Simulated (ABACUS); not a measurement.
# KCl under changes of volume

One of the cells (28.294 Å³/atom); the others are scaled copies at fixed shape and fractional positions:

```
CELL_PARAMETERS angstrom
3.83920 0.00000 0.00000
0.00000 3.83920 0.00000
0.00000 0.00000 3.83920
ATOMIC_POSITIONS crystal
K 0.00000 0.00000 0.00000
Cl 0.50000 0.50000 0.50000
```

Measurements of this composition are mostly on another form, of space group No. 225.

| Item | Value |
| --- | --- |
| Program | ABACUS 3.10.1 |
| Functional | PBE |
| Potentials or basis | PseudoDojo NC SR 0.4.1 PBE standard |
| Cutoff | 1007 eV |
| Density cutoff | 4027 eV |
| Basis | plane waves |
| k mesh | 7 × 7 × 7 |
| Occupations | fermi-dirac, width 0.05 eV |
| Spin | no spin polarisation |

| volume (Å³/atom) | energy over the lowest point (meV/atom) | pressure (GPa) | gap on the mesh (eV) |
| --- | --- | --- | --- |
| 26.596 | 5.91 | 1.3 | 5.09 |
| 27.162 | ? | ? | ? |
| 27.728 | 0.45 | 0.3 | 4.91 |
| 28.294 | 0.00 | -0.1 | 4.82 |
| 28.860 | 0.85 | -0.4 | 4.74 |
| 29.426 | 2.87 | -0.7 | 4.66 |
| 29.991 | 5.91 | -1.0 | 4.59 |

Task: What does the run at 27.162 Å³/atom give?

Result: Energy over the lowest point 2.36 meV/atom; pressure 0.8 GPa; gap on the mesh 5.00 eV.

Worked out: A Birch-Murnaghan fit of order 3 (a polynomial in V^(-2/3)) to the other rows has its minimum at 28.20 Å³/atom with B0 = V·E''(V) = 18.7 GPa and B' = 4.7. It gives 2.36 meV/atom at 27.162 Å³/atom, against the run's 2.36, and -dE/dV = 0.8 GPa, against 0.8. A straight line through the other rows of the gap, of slope -4.18 eV per unit of ln V, gives 5.00 eV, against the run's 5.00.

Energies are extrapolated to zero smearing.

Caveats: an odd mesh through Γ misses points on the zone boundary, where band edges often lie.
